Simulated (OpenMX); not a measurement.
Br under changes of volume

One of the cells (33.988 Å³/atom); the others are scaled copies at fixed shape and fractional positions:

```xyz
4
Lattice="3.3632 -2.3226 0.0000 3.3632 2.3226 0.0000 0.0000 0.0000 8.7023" Properties=species:S:1:pos:R:3 pbc="T T T"
Br    3.3632    0.6266    3.3948
Br    3.3632    1.6959    7.7459
Br    3.3632   -0.6266    5.3075
Br    3.3632   -1.6959    0.9564
```

```yaml
Program: OpenMX 3.8.5
Functional: PBE
Potentials_or_basis: OpenMX 2013 PBE set, Br7.0-s3p2d1, fixed grid of 40 × 40 × 90 points
k_mesh: 7 × 7 × 3
Occupations: fermi-dirac, width 0.05 eV
Spin: no spin polarisation
```

```csv
volume (Å³/atom),energy over the lowest point (meV/atom),gap on the mesh (eV),largest force (eV/Å)
31.949,69.96,2.01,2.594
32.629,50.47,1.95,2.284
33.308,34.58,1.88,1.993
33.988,21.93,1.81,1.724
34.668,?,?,?
35.348,4.92,1.68,1.238
36.028,0.00,1.62,1.020
```

**Question.** What does the run at 34.668 Å³/atom give?

**Answer.** Energy over the lowest point 12.13 meV/atom; gap on the mesh 1.74 eV; largest force 1.473 eV/Å.

Worked out: A Birch-Murnaghan fit of order 3 (a polynomial in V^(-2/3)) to the other rows has no minimum within the range. It gives 12.14 meV/atom at 34.668 Å³/atom, against the run's 12.13. A straight line through the other rows of the gap, of slope -3.29 eV per unit of ln V, gives 1.75 eV, against the run's 1.74.

Energies are extrapolated to zero smearing.

Caveats: an odd mesh through Γ misses points on the zone boundary, where band edges often lie; the basis of atomic orbitals isn't converged, which shifts pressures, moduli and gaps; forces of over 1 eV/Å show positions far from the minimum, so gaps and moduli don't describe the material at rest. Spin-orbit coupling on Br is left out.
